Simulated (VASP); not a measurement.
The system is TePb.

```
Pb Te
1.0
     0.00000    3.23100    3.23100
     3.23100    0.00000    3.23100
     3.23100    3.23100    0.00000
Pb Te
1 1
Direct
  0.00000 0.00000 0.00000
  0.50000 0.50000 0.50000
```

| Property | Result |
| --- | --- |
| Program | VASP 6.6.1 |
| Task | relaxation of cell and atoms |
| Functional | RPBE |
| Potentials or basis | VASP PAW PBE potentials, release 64 (Pb_d, Te) |
| Cutoff | 600 eV |
| k mesh | 7 × 7 × 7 |
| Occupations | fermi-dirac, width 0.05 eV |
| Spin | no spin polarisation |

At the start: pressure 3.6 GPa; volume 33.73 Å³/atom.

**Question.** How do energy, volume and symmetry change on relaxing?

**Answer.** Over 3 steps the energy falls by 32.0 meV/atom and the volume is 36.79 Å³/atom (+9.1 %); space group Fm-3m (No. 225, to 0.05 Å).

Step by step:
```tsv
step	energy change (eV)	largest force (eV/Å)	pressure (GPa)	volume (Å³)
1	0.0000	0.0000	3.62	67.46
2	-0.0605	0.0000	-0.68	75.18
3	-0.0639	0.0000	0.02	73.57
```

Final structure:
```
CELL_PARAMETERS angstrom
0.00000 3.32580 3.32580
3.32580 0.00000 3.32580
3.32580 3.32580 0.00000
ATOMIC_POSITIONS crystal
Pb 0.00000 0.00000 0.00000
Te 0.50000 0.50000 0.50000
```

Caveat: the PAW data sets were made with another functional, which shifts forces and pressure a little.
